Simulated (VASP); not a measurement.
# Fe (Im-3m) in VASP: a series of runs, part 2 of 2

VASP 6.6.1.

## 4. Relaxation of cell and atoms, r2SCAN, collinear spin, ferromagnetic start

Contents of INCAR:

```
PREC = Accurate
ENCUT = 600
EDIFF = 1E-6
ISMEAR = 1
SIGMA = 0.1
LREAL = F
LASPH = T
NELM = 150
ALGO = Normal
ISIF = 3
LWAVE = F
LCHARG = F
ISPIN = 2
MAGMOM = 3
LORBIT = 11
LMAXMIX = 4
METAGGA = R2SCAN
LMIXTAU = T
IBRION = 2
NSW = 60
EDIFFG = -0.02
```

Contents of KPOINTS:

```
Automatic mesh
0
Gamma
  13 13 13
```

Contents of POSCAR:

```
Fe
1.0
   -1.4430000000      1.4430000000      1.4430000000
    1.4430000000     -1.4430000000      1.4430000000
    1.4430000000      1.4430000000     -1.4430000000
Fe
1
Direct
    0.0000000000      0.0000000000      0.0000000000
```

Run with:

```
cat potpaw_PBE.64/Fe/POTCAR > POTCAR
mpirun -np 1 vasp_std > vasp.out
```

Run time: 2.1 min. Hardware: 1 thread of Intel Xeon Platinum 8488C (Sapphire Rapids), shared host; peak memory 0.15 GiB.

Results (log left out):

```
Free energy                                           : -14.3654 eV
Relaxed volume                                        : 11.74 Å³/atom
Relaxed cell                                          : a = 2.480 Å, b = 2.480 Å, c = 2.480 Å, α = 109.47°, β = 109.47°, γ = 109.47°
Space group after relaxing (to 0.05 Å)                : Im-3m (No. 229)
Energy gained by relaxing                             : 4.0 meV/atom
Ionic steps                                           : 3
Pressure after relaxing                               : 0.0 GPa
Band gap on the k mesh                                : none (metal or under the smearing width)
Net moment                                            : 2.65 μB per cell
Site moments                                          : Fe +2.72 μB
Valence electrons inside the program's atomic spheres : Fe 7.21
```

Step by step:
| step | energy change (eV) | largest force (eV/Å) | pressure (GPa) | volume (Å³) |
| --- | --- | --- | --- | --- |
| 1 | 0.0000 | 0.0000 | -4.54 | 12.02 |
| 2 | 0.0016 | 0.0000 | 5.99 | 11.44 |
| 3 | -0.0040 | 0.0000 | 0.01 | 11.74 |

Final structure:
```
Fe
1.0
    -1.43193    1.43193    1.43193
     1.43193   -1.43193    1.43193
     1.43193    1.43193   -1.43193
Fe
1
Direct
  0.00000 0.00000 0.00000
```

Levels at points of the mesh, in eV from the Fermi level:
Spin up:
| k point | band 2 | band 3 | band 4 | band 5 | band 6 | band 7 | band 8 | band 9 |
| --- | --- | --- | --- | --- | --- | --- | --- | --- |
| (0.00, 0.00, 0.00) | -3.06 | -3.06 | -3.06 | -1.85 | -1.85 | 25.68 | 25.68 | 25.68 |
Spin down:
| k point | band 1 | band 2 | band 3 | band 4 | band 5 | band 6 | band 7 | band 8 |
| --- | --- | --- | --- | --- | --- | --- | --- | --- |
| (0.00, 0.00, 0.00) | -9.12 | 0.36 | 0.36 | 0.36 | 2.58 | 2.58 | 25.31 | 25.31 |

Caveat: the PAW data sets were made with another functional, which shifts forces and pressure a little.

## 5. Relaxation of cell and atoms, rSCAN, collinear spin, ferromagnetic start

Contents of INCAR:

```
SYSTEM = Fe
ALGO = Normal ; EDIFF = 1E-6
EDIFFG = -0.01 ; ENCUT = 600
IBRION = 2 ; ISIF = 3
ISMEAR = 1 ; ISPIN = 2
LASPH = .TRUE. ; LCHARG = .FALSE.
LMAXMIX = 4 ; LMIXTAU = .TRUE.
LORBIT = 11 ; LREAL = .FALSE.
LWAVE = .FALSE. ; MAGMOM = 3
METAGGA = RSCAN ; NELM = 120
NSW = 40 ; PREC = Accurate
SIGMA = 0.1
```

Contents of KPOINTS:

```
k-points
0
G
  13 13 13
  0 0 0
```

POSCAR is that of step 4.

Potentials or basis: VASP PAW PBE potentials, release 64 (Fe).

Run with:

```
cat potpaw_PBE.64/Fe/POTCAR > POTCAR
mpirun -np 1 vasp_std > vasp.out
```

OUTCAR:

```text
SYSTEM = Fe
   EDIFF = 1E-6
   EDIFFG = -0.01
   ENCUT = 600
   IBRION = 2
   ISIF = 3
   ISMEAR = 1
   ISPIN = 2
   LASPH = .TRUE.
   LORBIT = 11
   LREAL = .FALSE.
   METAGGA = RSCAN
   NELM = 120
   NSW = 40
   PREC = Accurate

 ion  position               nearest neighbor table
   1  0.000  0.000  0.000-

  LATTYP: Found a body centered cubic cell.
 ALAT       =     2.8860000000

  Lattice vectors:

 A1 = (  -1.4430000000,   1.4430000000,   1.4430000000)
 A2 = (   1.4430000000,  -1.4430000000,   1.4430000000)
 A3 = (   1.4430000000,   1.4430000000,  -1.4430000000)

Analysis of symmetry for initial positions (statically):
=====================================================================
 Subroutine PRICEL returns:
 Original cell was already a primitive cell.

 Routine SETGRP: Setting up the symmetry group for a
 body centered cubic supercell.

 Subroutine GETGRP returns: Found 48 space group operations
[... 307 lines left out ...]
      2       2.3970      1.00000
      3       2.3970      1.00000
      4       2.3971      1.00000
      5       3.6086      1.00000
      6       3.6093      1.00000
      7      31.0566      0.00000
      8      31.0566      0.00000
      9      31.0567      0.00000
     10      35.9718      0.00000
[... 287 lines left out ...]
 k-point    24 :       0.2308    0.0769    0.0769
  band No.  band energies     occupation
      1       0.2150      1.00000
      2       1.6475      1.00000
      3       2.1836      1.00000
      4       3.5490      1.00000
      5       3.6971      1.00000
      6       4.8537      1.00000
      7      18.8135      0.00000
      8      23.0951      0.00000
      9      24.8589      0.00000
     10      32.6072      0.00000

 [... further k-points ...]

 spin component 2

 k-point     1 :       0.0000    0.0000    0.0000
  band No.  band energies     occupation
      1      -3.6002      1.00000
      2       5.8013     -0.00000
      3       5.8013     -0.00000
      4       5.8013     -0.00000
      5       8.0016      0.00000
      6       8.0016      0.00000
      7      30.8195      0.00000
      8      30.8195      0.00000
      9      30.8195      0.00000
     10      36.6799      0.00000
[... 327 lines left out ...]
  FREE ENERGIE OF THE ION-ELECTRON SYSTEM (eV)
  ---------------------------------------------------
  free  energy   TOTEN  =       -20.3618188804 eV

  energy  without entropy=      -20.3617918904  energy(sigma->0) =      -20.36180988

 reached required accuracy - stopping structural energy minimisation

 total charge

# of ion       s       p       d       tot
------------------------------------------
    1        0.480   0.551   6.183   7.214

 magnetization (x)

# of ion       s       p       d       tot
------------------------------------------
    1       -0.012  -0.112   2.836   2.712
```

OSZICAR:

```text
N       E                     dE             d eps       ncg     rms          rms(c)
DAV:   1     0.928535941076E+01    0.92854E+01   -0.44725E+03  3528   0.108E+03
DAV:   2    -0.211004451993E+02   -0.30386E+02   -0.27646E+02  3402   0.144E+02
DAV:   3    -0.217199823660E+02   -0.61954E+00   -0.61791E+00  3798   0.267E+01
[... 41 lines left out ...]
DAV:   3    -0.203618096498E+02   -0.25019E-04   -0.40719E-05  3522   0.804E-02    0.512E-02
DAV:   4    -0.203618157250E+02   -0.60752E-05   -0.31211E-06  3512   0.278E-02    0.111E-02
DAV:   5    -0.203618140972E+02    0.16278E-05   -0.29329E-06  3434   0.192E-02    0.263E-03
DAV:   6    -0.203618195669E+02   -0.54697E-05   -0.11508E-07  1686   0.452E-03    0.119E-03
DAV:   7    -0.203618188804E+02    0.68646E-06   -0.57865E-09  1686   0.105E-03
   4 F= -.20361819E+02 E0= -.20361810E+02  d E =-.591390E-02  mag=     2.6474
```

It took 3 min on 1 thread of Intel Xeon Platinum 8488C (Sapphire Rapids), shared host; peak memory 0.15 GiB.

Results:

```
Free energy                                           : -20.3618 eV
Relaxed volume                                        : 11.70 Å³/atom
Relaxed cell                                          : a = 2.477 Å, b = 2.477 Å, c = 2.477 Å, α = 109.47°, β = 109.47°, γ = 109.47°
Space group after relaxing (to 0.05 Å)                : Im-3m (No. 229)
Energy gained by relaxing                             : 5.9 meV/atom
Ionic steps                                           : 4
Pressure after relaxing                               : 0.0 GPa
Band gap on the k mesh                                : none (metal or under the smearing width)
Net moment                                            : 2.65 μB per cell
Site moments                                          : Fe +2.71 μB
Valence electrons inside the program's atomic spheres : Fe 7.21
```

Step by step:
| step | energy change (eV) | largest force (eV/Å) | pressure (GPa) | volume (Å³) |
| --- | --- | --- | --- | --- |
| 1 | 0.0000 | 0.0000 | -5.15 | 12.02 |
| 2 | 0.0005 | 0.0000 | 6.39 | 11.36 |
| 3 | -0.0059 | 0.0000 | 0.34 | 11.68 |
| 4 | -0.0059 | 0.0000 | 0.00 | 11.70 |

Final structure:
```
Fe
1.0
    -1.43025    1.43025    1.43025
     1.43025   -1.43025    1.43025
     1.43025    1.43025   -1.43025
Fe
1
Direct
  0.00000 0.00000 0.00000
```

Caveat: the PAW data sets were made with another functional, which shifts forces and pressure a little.

## 6. Relaxation of cell and atoms, r2SCAN+rVV10, collinear spin, ferromagnetic start

Contents of INCAR:

```
SYSTEM = Fe
ALGO     = Normal         ! electronic algorithm
BPARAM   = 11.95        
CPARAM   = 0.0093       
EDIFF    = 1E-6           ! SCF threshold, eV
EDIFFG   = -0.01          ! ionic threshold
ENCUT    = 600            ! plane-wave cutoff, eV
IBRION   = 2              ! ionic algorithm
ISIF     = 3              ! what is computed and relaxed
ISMEAR   = 1              ! smearing method
ISPIN    = 2              ! spin polarisation
IVDW_NL  = 2            
LASPH    = .True.         ! aspherical terms in the spheres
LCHARG   = .False.        ! write CHGCAR
LMAXMIX  = 4              ! l up to which the mixer works
LMIXTAU  = .True.       
LORBIT   = 11             ! projections on sites
LREAL    = .False.        ! projectors in reciprocal space
LUSE_VDW = .True.       
LWAVE    = .False.        ! write WAVECAR
MAGMOM   = 3              ! initial moments
METAGGA  = R2SCAN         ! meta-GGA
NELM     = 120            ! most SCF steps
NSW      = 60             ! ionic steps
PREC     = Accurate       ! precision mode
SIGMA    = 0.1            ! smearing width, eV
```

Contents of KPOINTS:

```
k-points
0
Gamma
  13 13 13
  0 0 0
```

POSCAR is that of step 5.

Potentials or basis: VASP PAW PBE potentials, release 64 (Fe).

Run with:

```
cat potpaw_PBE.64/Fe/POTCAR > POTCAR
mpirun -np 1 vasp_std > vasp.out
```

Wall time 2.7 min (1 thread of Intel Xeon Platinum 8488C (Sapphire Rapids), shared host); peak memory 0.19 GiB.

Results (log left out):

| Property | Result |
| --- | --- |
| Free energy | -14.1844 eV |
| Relaxed volume | 11.66 Å³/atom |
| Relaxed cell | a = 2.474 Å, b = 2.474 Å, c = 2.474 Å, α = 109.47°, β = 109.47°, γ = 109.47° |
| Space group after relaxing (to 0.05 Å) | Im-3m (No. 229) |
| Energy gained by relaxing | 7.1 meV/atom |
| Ionic steps | 3 |
| Pressure after relaxing | -0.1 GPa |
| Band gap on the k mesh | none (metal or under the smearing width) |
| Net moment | 2.65 μB per cell |
| Site moments | Fe +2.71 μB |
| Valence electrons inside the program's atomic spheres | Fe 7.22 |

The path:
```
step  energy change (eV)  largest force (eV/Å)  pressure (GPa)  volume (Å³)
   1              0.0000                0.0000           -6.07        12.02
   2              0.0033                0.0000            8.21        11.24
   3             -0.0071                0.0000           -0.05        11.66
```

Final structure:
```
Fe
1.0
    -1.42854    1.42854    1.42854
     1.42854   -1.42854    1.42854
     1.42854    1.42854   -1.42854
Fe
1
Direct
  0.00000 0.00000 0.00000
```

Levels at points of the mesh, in eV from the Fermi level:
Spin up:
```
           k point  band 1  band 2  band 3  band 4  band 5  band 6  band 7  band 8  band 9  band 10
(0.00, 0.00, 0.00)   -8.54   -3.06   -3.06   -3.06   -1.83   -1.83   25.75   25.75   25.75    30.65
```
Spin down:
| k point | band 1 | band 2 | band 3 | band 4 | band 5 | band 6 | band 7 |
| --- | --- | --- | --- | --- | --- | --- | --- |
| (0.00, 0.00, 0.00) | -9.16 | 0.37 | 0.37 | 0.37 | 2.59 | 2.59 | 25.39 |

Caveat: the PAW data sets were made with another functional, which shifts forces and pressure a little; pairwise dispersion overbinds metals, which lowers pressure and volume.

## 7. The reference run

An earlier run on the cell as given: functional PBE; potentials or basis VASP PAW PBE potentials, release 64 (Fe); cutoff 520 eV; k mesh 13 × 13 × 13; occupations fermi-dirac, width 0.05 eV; collinear spin, ferromagnetic start; starting moments [3.0] μB.

* Pressure: -9.1 GPa
* Band gap on the k mesh: none (metal or under the smearing width)
* Net moment: 2.28 μB per cell
* Site moments: Fe +2.29 μB
* Valence electrons inside the program's atomic spheres: Fe 7.16

## 8. Summary

```tsv
task	level	cell	cutoff (eV)	smearing	gap on the mesh (eV)	pressure (GPa)	moment (μB)	relaxed volume (Å³/atom)
relaxation of cell and atoms	BLYP+D3(BJ)	relaxed	600	fermi-dirac 0.05 eV	none	-0.1	2.08	11.10
relaxation of cell and atoms	BLYP+D4	relaxed	600	fermi-dirac 0.05 eV	none	-0.1	2.09	11.24
relaxation of cell and atoms	r2SCAN	relaxed	600	methfessel-paxton 0.1 eV	none	0.0	2.65	11.74
relaxation of cell and atoms	rSCAN	relaxed	600	methfessel-paxton 0.1 eV	none	0.0	2.65	11.70
relaxation of cell and atoms	r2SCAN+rVV10	relaxed	600	methfessel-paxton 0.1 eV	none	-0.1	2.65	11.66
single point	PBE	as given	520	fermi-dirac 0.05 eV	none	-9.1	2.28	-
```

Alike in all rows: potentials or basis VASP PAW PBE potentials, release 64 (Fe); spin collinear, ferromagnetic start; k mesh 13 × 13 × 13.

Caveats: the PAW data sets were made with another functional, which shifts forces and pressure a little (some runs); pairwise dispersion overbinds metals, which lowers pressure and volume (some runs).

Absolute energies hang on the potentials; compare differences alone.
